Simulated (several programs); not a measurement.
## What each method gives for ZnSe (zincblende)

Zincblende ZnSe, relaxed with r2SCAN in Ansatz, was computed with several methods. The symmetry is F-43m (No. 216, cubic); a = 5.665 Å in the conventional setting, 22.72 Å³ an atom. Around Zn lie 4 Se at 2.45 Å; around Se lie 4 Zn at 2.45 Å. The values are computed, spin-unpolarised, and not measurements.

```
Zn Se
1.0
     0.00000    2.83242    2.83242
     2.83242    0.00000    2.83242
     2.83242    2.83242    0.00000
Zn Se
1 1
Direct
  0.00000 0.00000 0.00000
  0.25000 0.25000 0.25000
```

Gaps and times are for a single point on this cell; volume and bulk modulus come from each method's own relaxation or energy curve at fixed shape. Times are rough, from shared hosts (AMD EPYC 9R14; Arm Neoverse V2; NVIDIA H100 80GB HBM3), and each method has its own mesh and cell size. A dagger marks a closed or tiny gap in a crystal that DFT finds insulating: a failure of the method or a wrong SCF state. A star marks a curve whose lowest point is an end point. PM6 (MOPAC), PM7 (MOPAC), GFN1-xTB (tblite), GFN2-xTB (tblite) treat a cluster of cells at its zone centre, which samples few k points: where these miss a band edge, the gap comes out too large for that reason alone. Gaps from k meshes are read at a limited set of points (mesh, symmetry points, PBE's band edges), so each method's own least gap may be somewhat smaller. Force fields have no electrons; where one was fitted to this phase, its volume and modulus reflect the fit. xTB and the PM methods were fitted mostly to molecules, and can miss a solid's gap by electronvolts. Minimal bases can be far off for gaps. Times of the plane-wave ladder aren't listed, since it ran on unlike processors and cards. GLLB-SC's gap includes the derivative discontinuity. G0W0 is at finite bands, cutoff and mesh. d marks a direct gap, i an indirect one (no mark: not told apart), a dash a value that wasn't computed or didn't pass its checks.

```json
{"method": "PBEsol", "kind": "semilocal", "gap (eV)": "–", "own volume (Å³/atom)": "22.35", "bulk modulus (GPa)": "–", "atoms computed": "2", "processor time": "–"}
{"method": "CdTeZnSeHgS0.sw (LAMMPS)", "kind": "force field", "gap (eV)": "–", "own volume (Å³/atom)": "22.77", "bulk modulus (GPa)": "65", "atoms computed": "2", "processor time": "0.12 s"}
{"method": "light PBE (260 eV and a coarse mesh)", "kind": "light plane-wave", "gap (eV)": "1.31 d", "own volume (Å³/atom)": "–", "bulk modulus (GPa)": "–", "atoms computed": "2", "processor time": "0.81 s"}
{"method": "PM7 (MOPAC)", "kind": "semi-empirical", "gap (eV)": "0.00†", "own volume (Å³/atom)": "–", "bulk modulus (GPa)": "–", "atoms computed": "cluster", "processor time": "1.6 s"}
{"method": "LDA", "kind": "semilocal", "gap (eV)": "1.04 d", "own volume (Å³/atom)": "21.57", "bulk modulus (GPa)": "–", "atoms computed": "2", "processor time": "–"}
{"method": "GFN1-xTB (tblite)", "kind": "tight binding", "gap (eV)": "0.00†", "own volume (Å³/atom)": "25.35*", "bulk modulus (GPa)": "43*", "atoms computed": "cluster", "processor time": "2.5 s"}
{"method": "PBE", "kind": "semilocal", "gap (eV)": "1.29 d", "own volume (Å³/atom)": "23.54", "bulk modulus (GPa)": "57", "atoms computed": "2", "processor time": "–"}
{"method": "GFN2-xTB (tblite)", "kind": "tight binding", "gap (eV)": "4.21", "own volume (Å³/atom)": "25.43*", "bulk modulus (GPa)": "34*", "atoms computed": "cluster", "processor time": "3.4 s"}
{"method": "PM6 (MOPAC)", "kind": "semi-empirical", "gap (eV)": "2.52", "own volume (Å³/atom)": "–", "bulk modulus (GPa)": "–", "atoms computed": "cluster", "processor time": "4.4 s"}
{"method": "PBE/single zeta (GPAW)", "kind": "small basis", "gap (eV)": "1.24 d", "own volume (Å³/atom)": "–", "bulk modulus (GPa)": "–", "atoms computed": "2", "processor time": "5.4 s"}
{"method": "PBE/SZV (CP2K)", "kind": "small basis", "gap (eV)": "1.84 d", "own volume (Å³/atom)": "24.83*", "bulk modulus (GPa)": "57*", "atoms computed": "2", "processor time": "5.5 s"}
{"method": "r2SCAN", "kind": "semilocal", "gap (eV)": "1.87 d", "own volume (Å³/atom)": "22.72", "bulk modulus (GPa)": "65", "atoms computed": "2", "processor time": "–"}
{"method": "GLLB-SC (GPAW)", "kind": "model potential", "gap (eV)": "2.29", "own volume (Å³/atom)": "–", "bulk modulus (GPa)": "–", "atoms computed": "2", "processor time": "6.8 s"}
{"method": "PBE+SOC", "kind": "semilocal", "gap (eV)": "1.17 d", "own volume (Å³/atom)": "–", "bulk modulus (GPa)": "–", "atoms computed": "2", "processor time": "–"}
{"method": "G0W0@r2SCAN (180 eV screening cutoff)", "kind": "many-body", "gap (eV)": "2.65", "own volume (Å³/atom)": "–", "bulk modulus (GPa)": "–", "atoms computed": "2", "processor time": "–"}
{"method": "PBE/DZVP (CP2K)", "kind": "small basis", "gap (eV)": "1.31 d", "own volume (Å³/atom)": "23.84", "bulk modulus (GPa)": "57", "atoms computed": "2", "processor time": "17 s"}
{"method": "G0W0@PBE (260 eV screening cutoff)", "kind": "many-body", "gap (eV)": "2.34", "own volume (Å³/atom)": "–", "bulk modulus (GPa)": "–", "atoms computed": "2", "processor time": "–"}
{"method": "G0W0@HSE06 (180 eV screening cutoff)", "kind": "many-body", "gap (eV)": "2.93", "own volume (Å³/atom)": "–", "bulk modulus (GPa)": "–", "atoms computed": "2", "processor time": "–"}
{"method": "G0W0@PBE0 (180 eV screening cutoff)", "kind": "many-body", "gap (eV)": "3.11", "own volume (Å³/atom)": "–", "bulk modulus (GPa)": "–", "atoms computed": "2", "processor time": "–"}
{"method": "G0W0@LDA (140 eV screening cutoff)", "kind": "many-body", "gap (eV)": "2.15", "own volume (Å³/atom)": "–", "bulk modulus (GPa)": "–", "atoms computed": "2", "processor time": "–"}
{"method": "LC-ωPBE", "kind": "hybrid", "gap (eV)": "6.95 d", "own volume (Å³/atom)": "–", "bulk modulus (GPa)": "–", "atoms computed": "2", "processor time": "–"}
{"method": "PBE0", "kind": "hybrid", "gap (eV)": "3.05 d", "own volume (Å³/atom)": "–", "bulk modulus (GPa)": "–", "atoms computed": "2", "processor time": "–"}
{"method": "HSE06", "kind": "hybrid", "gap (eV)": "2.42 d", "own volume (Å³/atom)": "23.16", "bulk modulus (GPa)": "–", "atoms computed": "2", "processor time": "–"}
{"method": "DDH-PBE0", "kind": "hybrid", "gap (eV)": "2.24 d", "own volume (Å³/atom)": "–", "bulk modulus (GPa)": "–", "atoms computed": "2", "processor time": "–"}
{"method": "r2SCAN0", "kind": "hybrid", "gap (eV)": "3.40 d", "own volume (Å³/atom)": "–", "bulk modulus (GPa)": "–", "atoms computed": "2", "processor time": "–"}
{"method": "HSE06+SOC", "kind": "hybrid", "gap (eV)": "2.30 d", "own volume (Å³/atom)": "–", "bulk modulus (GPa)": "–", "atoms computed": "2", "processor time": "–"}
```

Against HSE06 (2.42 eV) and with closed or daggered gaps left aside, the nearest gap at the points sampled is that of G0W0@PBE (260 eV screening cutoff) (-0.08 eV) and the farthest that of LC-ωPBE (+4.53 eV). HSE06 is only a yardstick of convenience, and nearness to it can be luck.

Volumes against r2SCAN's: PBEsol -1.6 %, CdTeZnSeHgS0.sw (LAMMPS) +0.2 %, LDA -5.1 %, PBE +3.6 %, PBE/DZVP (CP2K) +4.9 %, HSE06 +1.9 %.

Only the rows marked +SOC include spin-orbit coupling.
